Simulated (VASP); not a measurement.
# Nd (Fm-3m) in VASP: notebook

One crystal, Nd, is run at these levels: PBEsol; tasks: single point.

Program: VASP 6.6.1. These are calculated values, not measurements. Logs are shortened: lines on timing, memory, paths and dates and some standing lists are left out, and cuts for length are marked.

### Step 1. The structure

The structure is cubic, space group Fm-3m (No. 225). Conventional cell: a = 5.045 Å, b = 5.045 Å, c = 5.045 Å, α = 90.00°, β = 90.00°, γ = 90.00°. Around Nd (site symmetry m-3m) lie 12 Nd at 3.57 Å.

This isn't the form of Nd at room conditions, which is double hcp.

### Step 2. Single point, PBEsol, collinear spin, typed start

File INCAR:

```
SYSTEM = Nd
PREC = Accurate
ENCUT = 520
EDIFF = 1E-7
ISMEAR = -1
SIGMA = 0.1
LREAL = .FALSE.
LASPH = .TRUE.
NELM = 150
ALGO = Normal
ISIF = 2
LWAVE = .FALSE.
LCHARG = .FALSE.
ISPIN = 2
MAGMOM = 3
LORBIT = 11
LMAXMIX = 6
GGA = PS
NBANDS = 17
```

File KPOINTS:

```
regular mesh
0
G
  8 8 8
  0 0 0
```

File POSCAR:

```
Nd
1.0
    0.0000000000      2.5223855189      2.5223855189
    2.5223855189      0.0000000000      2.5223855189
    2.5223855189      2.5223855189      0.0000000000
Nd
1
Direct
    0.0000000000      0.0000000000      0.0000000000
```

Potentials or basis: VASP PAW PBE potentials, release 64 (Nd).

On the command line:

```console
> cat potpaw_PBE.64/Nd/POTCAR > POTCAR
> mpirun -np 1 vasp_std > vasp.out
```

OUTCAR:

```text
SYSTEM = Nd
   PREC = Accurate
   ENCUT = 520
   EDIFF = 1E-7
   ISMEAR = -1
   LREAL = .FALSE.
   LASPH = .TRUE.
   NELM = 150
   ISIF = 2
   ISPIN = 2
   LORBIT = 11
   GGA = PS

 ion  position               nearest neighbor table
   1  0.000  0.000  0.000-

  LATTYP: Found a face centered cubic cell.
 ALAT       =     5.0447710378

  Lattice vectors:

 A1 = (   0.0000000000,   2.5223855189,   2.5223855189)
 A2 = (   2.5223855189,   0.0000000000,   2.5223855189)
 A3 = (   2.5223855189,   2.5223855189,   0.0000000000)

Analysis of symmetry for initial positions (statically):
=====================================================================
 Subroutine PRICEL returns:
 Original cell was already a primitive cell.

 Routine SETGRP: Setting up the symmetry group for a
 face centered cubic supercell.

 Subroutine GETGRP returns: Found 48 space group operations
 (whereof 48 operations were pure point group operations)
 out of a pool of 48 trial point group operations.

The static configuration has the point symmetry O_h .

Analysis of symmetry for dynamics (positions and initial velocities):
=====================================================================
 Subroutine PRICEL returns:
 Original cell was already a primitive cell.

 Routine SETGRP: Setting up the symmetry group for a
 face centered cubic supercell.

 Subroutine GETGRP returns: Found 48 space group operations
 (whereof 48 operations were pure point group operations)
 out of a pool of 48 trial point group operations.

The dynamic configuration has the point symmetry O_h .

Analysis of structural, dynamic, and magnetic symmetry:
=====================================================================
 Subroutine PRICEL returns:
 Original cell was already a primitive cell.

 Routine SETGRP: Setting up the symmetry group for a
 face centered cubic supercell.

 Subroutine GETGRP returns: Found 48 space group operations
 (whereof 48 operations were pure point group operations)
 out of a pool of 48 trial point group operations.

The overall configuration has the point symmetry O_h .

 Subroutine INISYM returns: Found 48 space group operations
 (whereof 48 operations are pure point group operations),
 and found     1 'primitive' translations

----------------------------------------------------------------------------------------

                                     Primitive cell

  volume of cell :      32.0970

  direct lattice vectors                    reciprocal lattice vectors
     0.000000000  2.522385519  2.522385519    -0.198225052  0.198225052  0.198225052
     2.522385519  0.000000000  2.522385519     0.198225052 -0.198225052  0.198225052
     2.522385519  2.522385519  0.000000000     0.198225052  0.198225052 -0.198225052

  length of vectors
     3.567191810  3.567191810  3.567191810     0.343335861  0.343335861  0.343335861

  position of ions in fractional coordinates (direct lattice)
     0.000000000  0.000000000  0.000000000

  ion indices of the primitive-cell ions
   primitive index   ion index
                 1           1

----------------------------------------------------------------------------------------

 KPOINTS: regular mesh

Automatic generation of k-mesh.
 Grid dimensions read from file:
 generate k-points for:    8    8    8

 Generating k-lattice:

  Cartesian coordinates                     Fractional coordinates (reciprocal lattice)
    -0.024778131  0.024778131  0.024778131     0.125000000  0.000000000  0.000000000
     0.024778131 -0.024778131  0.024778131     0.000000000  0.125000000  0.000000000
     0.024778131  0.024778131 -0.024778131     0.000000000  0.000000000  0.125000000

  Length of vectors
     0.042916983  0.042916983  0.042916983

  Shift w.r.t. Gamma in fractional coordinates (k-lattice)
     0.000000000  0.000000000  0.000000000

 Subroutine IBZKPT returns following result:
 ===========================================

 Found     29 irreducible k-points:

 Following reciprocal coordinates:
            Coordinates               Weight
  0.000000  0.000000  0.000000      1.000000
  0.125000  0.000000  0.000000      8.000000
  0.250000  0.000000  0.000000      8.000000
  0.375000  0.000000  0.000000      8.000000
  0.500000  0.000000  0.000000      4.000000
  0.125000  0.125000  0.000000      6.000000
[... 16 lines left out ...]
  0.500000  0.250000  0.125000     48.000000
 -0.375000  0.250000  0.125000     24.000000
 [... further k-points ...]
   k-points           NKPTS =     29   k-points in BZ     NKDIM =     29   number of bands    NBANDS=     17
   number of dos      NEDOS =    301   number of ions     NIONS =      1
   total plane-waves  NPLWV =  21952
   dimension x,y,z NGX =    28 NGY =   28 NGZ =   28
   dimension x,y,z NGXF=    56 NGYF=   56 NGZF=   56
   ions per type =               1
   NGX,Y,Z   is equivalent  to a cutoff of  13.05, 13.05, 13.05 a.u.
   NGXF,Y,Z  is equivalent  to a cutoff of  26.10, 26.10, 26.10 a.u.
 SYSTEM =  Nd
[... 107 lines left out ...]
      4     -13.0497      1.00000
      5       2.7910      1.00000
      6       4.6395      0.93179
[... 9 lines left out ...]
     16      10.5506      0.00000
     17      10.5506      0.00000
[... 343 lines left out ...]
      1     -32.2679      1.00000
      2     -13.7669      1.00000
      3     -13.2590      1.00000
      4     -13.0747      1.00000
      5       3.2866      1.00000
      6       4.3536      0.99582
[... 9 lines left out ...]
     16       8.4664      0.00000
     17      11.0313      0.00000

 k-point    23 :       0.5000    0.2500    0.1250
  band No.  band energies     occupation
      1     -32.2152      1.00000
      2     -14.0217      1.00000
      3     -13.4181      1.00000
      4     -13.1550      1.00000
      5       3.8015      0.99998
      6       4.4640      0.98751
[... 9 lines left out ...]
     16       9.9831      0.00000
     17      12.4070      0.00000

 k-point    24 :      -0.3750    0.2500    0.1250
  band No.  band energies     occupation
      1     -32.1932      1.00000
      2     -14.1295      1.00000
      3     -13.4678      1.00000
      4     -13.1985      1.00000
      5       3.8604      0.99997
      6       4.3262      0.99682
[... 9 lines left out ...]
     16      10.8581      0.00000
     17      12.9275      0.00000

 [... further k-points ...]

 spin component 2

 k-point     1 :       0.0000    0.0000    0.0000
  band No.  band energies     occupation
      1     -30.7673      1.00000
      2     -11.5495      1.00000
      3     -11.5495      1.00000
      4     -11.5495      1.00000
      5       1.7550      1.00000
      6       6.5029      0.00000
[... 9 lines left out ...]
     16      10.1323      0.00000
     17      10.1323      0.00000

 k-point     2 :       0.1250    0.0000    0.0000
  band No.  band energies     occupation
      1     -30.7388      1.00000
      2     -11.7999      1.00000
      3     -11.5782      1.00000
      4     -11.5782      1.00000
      5       2.2565      1.00000
      6       6.2598      0.00000
[... 9 lines left out ...]
     16       9.9697      0.00000
     17       9.9697      0.00000

 k-point     3 :       0.2500    0.0000    0.0000
  band No.  band energies     occupation
      1     -30.6691      1.00000
      2     -12.3586      1.00000
      3     -11.6463      1.00000
      4     -11.6463      1.00000
      5       3.2917      1.00000
      6       6.0937      0.00001
[... 9 lines left out ...]
     16      10.3273      0.00000
     17      10.3273      0.00000

 k-point     4 :       0.3750    0.0000    0.0000
  band No.  band energies     occupation
      1     -30.5979      1.00000
      2     -12.8673      1.00000
      3     -11.7128      1.00000
      4     -11.7128      1.00000
      5       3.7384      0.99999
      6       6.5433      0.00000
[... 9 lines left out ...]
     16      11.5471      0.00000
     17      11.5471      0.00000
[... 343 lines left out ...]
      1     -30.6168      1.00000
      2     -12.4796      1.00000
      3     -11.9377      1.00000
      4     -11.7401      1.00000
      5       4.2025      0.99908
      6       5.5247      0.00195
[... 9 lines left out ...]
     16       9.6504      0.00000
     17      12.0137      0.00000

 k-point    23 :       0.5000    0.2500    0.1250
  band No.  band energies     occupation
      1     -30.5593      1.00000
      2     -12.7499      1.00000
      3     -12.1059      1.00000
      4     -11.8252      1.00000
      5       4.7809      0.76874
      6       5.6095      0.00084
[... 9 lines left out ...]
     16      11.0554      0.00000
     17      13.3940      0.00000

 k-point    24 :      -0.3750    0.2500    0.1250
  band No.  band energies     occupation
      1     -30.5352      1.00000
      2     -12.8642      1.00000
      3     -12.1580      1.00000
      4     -11.8715      1.00000
      5       4.8923      0.52179
      6       5.3515      0.01093
[... 9 lines left out ...]
     16      11.9082      0.00000
     17      13.9018      0.00000

 [... further k-points ...]
[... 5 lines left out ...]
  --------------------------------------------------------------------------------------
  -------------------------------------------------------------------------------------
  Total       -0.3959969     -0.3959969     -0.3959969      0.0000000     -0.0000000      0.0000000
  in kB      -19.7668749    -19.7668749    -19.7668749      0.0000000     -0.0000000      0.0000000
  external PRESSURE =     -19.7668749 kB  Pullay stress =       0.0000000 kB

 VOLUME and BASIS-vectors are now :
 -----------------------------------------------------------------------------
  energy-cutoff  :      520.00
  volume of cell :       32.10
      direct lattice vectors                 reciprocal lattice vectors
     0.000000000  2.522385519  2.522385519    -0.198225052  0.198225052  0.198225052
     2.522385519  0.000000000  2.522385519     0.198225052 -0.198225052  0.198225052
     2.522385519  2.522385519  0.000000000     0.198225052  0.198225052 -0.198225052

 POSITION                                       TOTAL-FORCE (eV/Angst)
 -----------------------------------------------------------------------------------
      0.00000      0.00000      0.00000        -0.000000     -0.000000      0.000000
 -----------------------------------------------------------------------------------
    total drift:                               -0.000000     -0.000000     -0.000000

  FREE ENERGIE OF THE ION-ELECTRON SYSTEM (eV)
  ---------------------------------------------------
  free  energy   TOTEN  =        -6.8638425953 eV

  energy  without entropy=       -6.6198914042  energy(sigma->0) =       -6.74186700

 total charge

# of ion       s       p       d       f       tot
--------------------------------------------------
    1        2.020   5.328   0.597   3.256  11.200

 magnetization (x)

# of ion       s       p       d       f       tot
--------------------------------------------------
    1       -0.001  -0.090   0.200   3.221   3.330
```

It took 50 s on 1 thread of AMD EPYC 9R45 (Zen 5), shared host; peak memory 0.16 GiB.

What came out:

```yaml
Free_energy: -6.8638 eV
Pressure: -2.0 GPa
Band_gap_on_the_k_mesh: none (metal or under the smearing width)
Net_moment: 4.04 μB per cell
Site_moments: Nd +3.33 μB
Valence_electrons_inside_the_program's_atomic_spheres: Nd 11.20
```

Levels at points of the mesh, in eV from the Fermi level:
Spin up:
```
           k point  band 6  band 7  band 8  band 9  band 10  band 11  band 12  band 13
(0.00, 0.00, 0.00)   -0.11    0.04    0.04    0.04     0.05     0.05     0.05     1.65
(0.50, 0.00, 0.00)   -0.29   -0.29   -0.20    0.07     0.32     0.32     0.34     1.45
(0.50, 0.50, 0.00)   -1.55   -0.27   -0.24   -0.24     0.15     0.28     0.28     0.50
```
Spin down:
```csv
k point,band 2,band 3,band 4,band 5,band 6,band 7,band 8,band 9
"(0.00, 0.00, 0.00)",-16.45,-16.45,-16.45,-3.15,1.60,1.97,1.97,1.97
"(0.50, 0.00, 0.00)",-17.97,-16.64,-16.64,-1.16,1.59,2.11,2.25,2.25
"(0.50, 0.50, 0.00)",-17.85,-16.99,-16.99,-1.54,-0.60,2.09,2.27,2.27
```

Caveat: the magnetic or orbital state may not be the lowest; the PAW data sets were made with another functional, which shifts forces and pressure a little; spin-orbit coupling is left out, which moves the levels of the heavy elements.

### Step 3. Single point, PBEsol, collinear spin, typed start

This run uses another cell than the first one, of 31.30 Å³/atom, 0.975 times its volume.

File INCAR:

```
PREC     = Accurate       # precision mode
ENCUT    = 520            # plane-wave cutoff, eV
EDIFF    = 1E-6           # SCF threshold, eV
ISMEAR   = -1             # smearing method
SIGMA    = 0.1            # smearing width, eV
LREAL    = False          # projectors in reciprocal space
LASPH    = True           # aspherical terms in the spheres
NELM     = 150            # most SCF steps
ALGO     = Normal         # electronic algorithm
ISIF     = 2              # what is computed and relaxed
LWAVE    = False          # write WAVECAR
LCHARG   = False          # write CHGCAR
ISPIN    = 2              # spin polarisation
MAGMOM   = 3              # initial moments
LORBIT   = 11             # projections on sites
LMAXMIX  = 6              # l up to which the mixer works
GGA      = PS             # functional
NBANDS   = 17             # bands
```

File KPOINTS:

```
regular mesh
0
Gamma
  8 8 8
```

File POSCAR:

```
Nd
1.0
    0.0000000000      2.5014518939      2.5014518939
    2.5014518939      0.0000000000      2.5014518939
    2.5014518939      2.5014518939      0.0000000000
Nd
1
Direct
    0.0000000000      0.0000000000      0.0000000000
```

Potentials or basis: VASP PAW PBE potentials, release 64 (Nd).

On the command line:

```console
> cat potpaw_PBE.64/Nd/POTCAR > POTCAR
> mpirun -np 1 vasp_std > vasp.out
```

Wall time 41 s (1 thread of AMD EPYC 9R45 (Zen 5), shared host); peak memory 0.16 GiB.

The run converged. Its results:

| Property | Result |
| --- | --- |
| Free energy | -6.8724 eV |
| Pressure | -1.8 GPa |
| Band gap on the k mesh | none (metal or under the smearing width) |
| Net moment | 4.00 μB per cell |
| Site moments | Nd +3.31 μB |
| Valence electrons inside the program's atomic spheres | Nd 11.21 |

Levels at points of the mesh, in eV from the Fermi level:
Spin up:
```tsv
k point	band 7	band 8	band 9	band 10	band 11	band 12
(0.00, 0.00, 0.00)	0.03	0.03	0.03	0.07	0.07	0.07
(0.50, 0.00, 0.00)	-0.29	-0.22	0.08	0.33	0.33	0.35
(0.50, 0.50, 0.00)	-0.27	-0.24	-0.24	0.15	0.28	0.28
```
Spin down:
```csv
k point,band 2,band 3,band 4,band 5,band 6,band 7,band 8,band 9
"(0.00, 0.00, 0.00)",-16.40,-16.40,-16.40,-3.14,1.57,1.96,1.96,1.96
"(0.50, 0.00, 0.00)",-18.02,-16.60,-16.60,-1.19,1.56,2.11,2.24,2.24
"(0.50, 0.50, 0.00)",-17.90,-16.97,-16.97,-1.61,-0.68,2.09,2.27,2.27
```

Caveat: the magnetic or orbital state may not be the lowest; the PAW data sets were made with another functional, which shifts forces and pressure a little; spin-orbit coupling is left out, which moves the levels of the heavy elements. The state reached can hang on the start; a lower one may exist.

### Step 4. Single point, PBEsol, collinear spin, typed start

This run uses another cell than the first one, of 27.34 Å³/atom, 0.852 times its volume.

File INCAR:

```
ALGO = Normal
EDIFF = 1E-7
ENCUT = 520
GGA = PS
ISIF = 2
ISMEAR = -1
ISPIN = 2
LASPH = T
LCHARG = T
LELF = T
LMAXMIX = 6
LORBIT = 11
LREAL = F
LVHAR = T
LWAVE = F
MAGMOM = 3
NBANDS = 17
NELM = 150
PREC = Accurate
SIGMA = 0.1
```

File KPOINTS:

```
k-points
0
Gamma
  8 8 8
```

File POSCAR:

```
Nd
1.0
    0.0000000000      2.3911096293      2.3911096293
    2.3911096293      0.0000000000      2.3911096293
    2.3911096293      2.3911096293      0.0000000000
Nd
1
Direct
    0.0000000000      0.0000000000      0.0000000000
```

On the command line:

```console
> cat potpaw_PBE.64/Nd/POTCAR > POTCAR
> mpirun -np 1 vasp_std > vasp.out
```

It took 45 s on 1 thread of AMD EPYC 9R45 (Zen 5), shared host; peak memory 0.16 GiB.

It converged, with:

```yaml
Free_energy: -6.8894 eV
Pressure: 0.3 GPa
Band_gap_on_the_k_mesh: none (metal or under the smearing width)
Net_moment: 3.76 μB per cell
Site_moments: Nd +3.21 μB
Valence_electrons_inside_the_program's_atomic_spheres: Nd 11.26
```

Levels at points of the mesh, in eV from the Fermi level:
Spin up:
| k point | band 6 | band 7 | band 8 | band 9 | band 10 | band 11 | band 12 | band 13 |
| --- | --- | --- | --- | --- | --- | --- | --- | --- |
| (0.00, 0.00, 0.00) | -0.29 | -0.03 | -0.03 | -0.03 | 0.14 | 0.14 | 0.14 | 1.79 |
| (0.50, 0.00, 0.00) | -0.35 | -0.31 | -0.31 | 0.16 | 0.36 | 0.36 | 0.37 | 1.52 |
| (0.50, 0.50, 0.00) | -1.93 | -0.29 | -0.23 | -0.23 | 0.16 | 0.30 | 0.30 | 0.52 |
Spin down:
```csv
k point,band 2,band 3,band 4,band 5,band 6,band 7,band 8,band 9
"(0.00, 0.00, 0.00)",-16.07,-16.07,-16.07,-3.04,1.34,1.86,1.86,1.86
"(0.50, 0.00, 0.00)",-18.39,-16.36,-16.36,-1.40,1.38,2.12,2.18,2.18
"(0.50, 0.50, 0.00)",-18.21,-16.89,-16.89,-2.05,-1.12,2.08,2.25,2.25
```

Caveat: the magnetic or orbital state may not be the lowest; the PAW data sets were made with another functional, which shifts forces and pressure a little; spin-orbit coupling is left out, which moves the levels of the heavy elements. The state reached can hang on the start; a lower one may exist.

### Step 5. The runs side by side

```tsv
cell	gap on the mesh (eV)	pressure (GPa)	moment (μB)
Fm-3m, 32.1 Å³/atom	none	-2.0	4.04
Fm-3m, 31.3 Å³/atom	none	-1.8	4.00
Fm-3m, 27.34 Å³/atom	none	0.3	3.76
```

Alike in all rows: task single point; level PBEsol; potentials or basis VASP PAW PBE potentials, release 64 (Nd); spin collinear, typed start; k mesh 8 × 8 × 8; cutoff (eV) 520; smearing fermi-dirac 0.1 eV.

Every run on the cell as given and a fine mesh finds a metal.

Caveats: the magnetic or orbital state may not be the lowest; the PAW data sets were made with another functional, which shifts forces and pressure a little; spin-orbit coupling is left out, which moves the levels of the heavy elements.

Total energies depend on the potentials used, so only differences within one code and one set of settings carry meaning.
